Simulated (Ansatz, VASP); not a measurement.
# Two plane-wave programs on Pb

Contents of INCAR:

```
ALGO     = Normal         # electronic algorithm
EDIFF    = 1E-7           # SCF threshold, eV
ENCUT    = 520            # plane-wave cutoff, eV
GGA      = PS             # functional
ISIF     = 2              # what is computed and relaxed
ISMEAR   = -1             # smearing method
LASPH    = True           # aspherical terms in the spheres
LCHARG   = True           # write CHGCAR
LELF     = True           # ELF
LREAL    = False          # projectors in reciprocal space
LVHAR    = True         
LWAVE    = False          # write WAVECAR
NBANDS   = 13             # bands
NELM     = 80             # most SCF steps
PREC     = Accurate       # precision mode
SIGMA    = 0.05           # smearing width, eV
```

File KPOINTS:

```
k-points
0
Gamma
  9 9 9
```

File POSCAR:

```
Pb
1.0
    0.0000000000      2.4750200000      2.4750200000
    2.4750200000      0.0000000000      2.4750200000
    2.4750200000      2.4750200000      0.0000000000
Pb
1
Direct
    0.0000000000      0.0000000000      0.0000000000
```

Contents of input.yaml:

```yaml
crystal:
  lattice:
    - [0.0, 2.47502, 2.47502]
    - [2.47502, 0.0, 2.47502]
    - [2.47502, 2.47502, 0.0]
  atoms:
    - { symbol: Pb, position: [0.0, 0.0, 0.0] }
hamiltonian:
  xc: pbesol
  pseudopotentials: { kind: paw }
kpoints:
  mp_grid: { grid: [9, 9, 9] }
scf:
  occupations: { method: fermi_dirac, width: 0.05 }
output:
  forces: true
  stress: true
  eigenvalues: true
  write_density: true
  write_potential: true
  elf: true
  volumetric_format: npy
```

Alike in both runs: task single point; functional PBEsol; k mesh 9 × 9 × 9; occupations fermi-dirac, width 0.05 eV; no spin polarisation.

|  | VASP | Ansatz |
| --- | --- | --- |
| version | VASP 6.6.1 | Ansatz 0.2.0 |
| potentials or method | VASP PAW PBE potentials, release 64 (Pb_d) | Ansatz PAW |
| plane-wave cutoff (eV) | 520 | 420 |
| valence electrons in the cell | 14 | 14 |

Ansatz gave:

- gap on the k mesh at the Fermi level (eV): none
- pressure (GPa): -0.6

Estimate VASP's values.

gap on the k mesh at the Fermi level (eV): none; pressure (GPa): -0.7.

A gap of «none» marks a metal or a gap that the smearing closes.

Caveats: the PAW data sets were made with another functional, which shifts forces and pressure a little (VASP); the PAW data sets come from PBE, with cores solved anew for the run's functional, which leaves a small shift of forces and pressure (Ansatz). Spin-orbit coupling is left out, which matters for the levels of Pb.
